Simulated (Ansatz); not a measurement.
One crystal and one scan (energy against volume) at two levels, r2SCAN (plane waves to 500 eV, PAW, scalar-relativistic; Ansatz, a quantum-chemistry and plane-wave program) and PBE (plane waves to 420 eV, PAW, scalar-relativistic; Ansatz), each from its own relaxed cell and on its own mesh. The cell shown is that of r2SCAN.

LaAlO3 (cubic perovskite)

```
LaAlO3
1.0
    3.78694     0.00000     0.00000
    0.00000     3.78694     0.00000
    0.00000     0.00000     3.78694
La Al O
1 1 3
Direct
  0.00000   0.00000   0.00000
  0.50000   0.50000   0.50000
  0.00000   0.50000   0.50000
  0.50000   0.50000   0.00000
  0.50000   0.00000   0.50000
```

This relaxed cell (volume V₀) is scaled evenly in all directions, its shape held. Symmetry pins the atoms to their sites.

Energies are smeared free energies. LaAlO3 is run without spin polarisation. LaAlO3 was relaxed with its symmetry unable to fall. This is a high-temperature form of LaAlO3. Percentages come from the unrounded values. Both scans cover V/V₀ from 0.940 to 1.060.

Results of r2SCAN:

| Item | Result |
|---|---|
| Lattice constant a (Å) | 3.787 |
| Band gap of the relaxed cell, no spin-orbit coupling (eV) | 4.02 |
| Pressure at the smallest volume (GPa) | 15.0 |
| Energy cost of the largest compression (meV/atom) | 28.8 |
| Energy cost of the largest expansion (meV/atom) | 23.4 |
| Bulk modulus B₀ (third-order Birch-Murnaghan fit) (GPa) | 212.0 |
| Pressure for 5 % compression (fit) (GPa) | 12.1 |

Problem. Estimate the PBE values.

Solution. 
```csv
quantity,PBE,r2SCAN − PBE
Lattice constant a (Å),3.812,-0.025 (-0.7 %)
"Band gap of the relaxed cell, no spin-orbit coupling (eV)",3.50,+0.52 (+15 %)
Pressure at the smallest volume (GPa),13.5,+1.5 (+10 %)
Energy cost of the largest compression (meV/atom),26.6,+2.2 (+8 %)
Energy cost of the largest expansion (meV/atom),21.5,+1.9 (+8 %)
Bulk modulus B₀ (third-order Birch-Murnaghan fit) (GPa),191.8,+20.2 (+11 %)
Pressure for 5 % compression (fit) (GPa),11.0,+1.1 (+11 %)
```

r2SCAN gives the higher value for: band gap of the relaxed cell, no spin-orbit coupling; pressure at the smallest volume; energy cost of the largest compression; energy cost of the largest expansion; bulk modulus B₀; pressure for 5 % compression. r2SCAN gives the lower value for: lattice constant a. Neither level is exact: the differences show how much the result hangs on the functional.

(Under strain, the slope of the energy per volume gives the stress and its curvature an elastic modulus.)
